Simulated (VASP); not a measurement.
Crystal: CaF2.

```
CELL_PARAMETERS angstrom
0.00000 2.75803 2.75803
2.75803 0.00000 2.75803
2.75803 2.75803 0.00000
ATOMIC_POSITIONS crystal
Ca 0.00000 0.00000 0.00000
F 0.75000 0.75000 0.75000
F 0.25000 0.25000 0.25000
```

The cell comes from a database or a generator and needn't be the stable form of this composition.

* Program: VASP 6.6.1
* Task: relaxation of cell and atoms
* Functional: r2SCAN
* Potentials or basis: VASP PAW PBE potentials, release 64 (Ca_sv, F)
* Cutoff: 600 eV
* k mesh: 8 × 8 × 8
* Occupations: gaussian, width 0.02 eV
* Spin: no spin polarisation

At the start: pressure -3.1 GPa; volume 13.99 Å³/atom.

Question: How do energy, volume and symmetry change on relaxing?

Answer: Over 3 steps the energy falls by 5.1 meV/atom and the volume is 13.47 Å³/atom (-3.7 %); space group Fm-3m (No. 225, to 0.05 Å).

The path:
```tsv
step	energy change (eV)	largest force (eV/Å)	pressure (GPa)	volume (Å³)
1	0.0000	0.0000	-3.09	41.96
2	-0.0153	0.0000	0.15	40.34
3	-0.0153	0.0000	0.03	40.41
```

Final structure:
```cif
data_structure
_symmetry_space_group_name_H-M 'P 1'
_symmetry_Int_Tables_number 1
_cell_length_a 3.8518
_cell_length_b 3.8518
_cell_length_c 3.8518
_cell_angle_alpha 60.000
_cell_angle_beta 60.000
_cell_angle_gamma 60.000
_cell_volume 40.41
loop_
_atom_site_label
_atom_site_type_symbol
_atom_site_fract_x
_atom_site_fract_y
_atom_site_fract_z
_atom_site_occupancy
Ca1 Ca 0.00000 0.00000 0.00000 1
F1 F 0.75000 0.75000 0.75000 1
F2 F 0.25000 0.25000 0.25000 1
```

Caveat: the PAW data sets were made with another functional, which shifts forces and pressure a little.
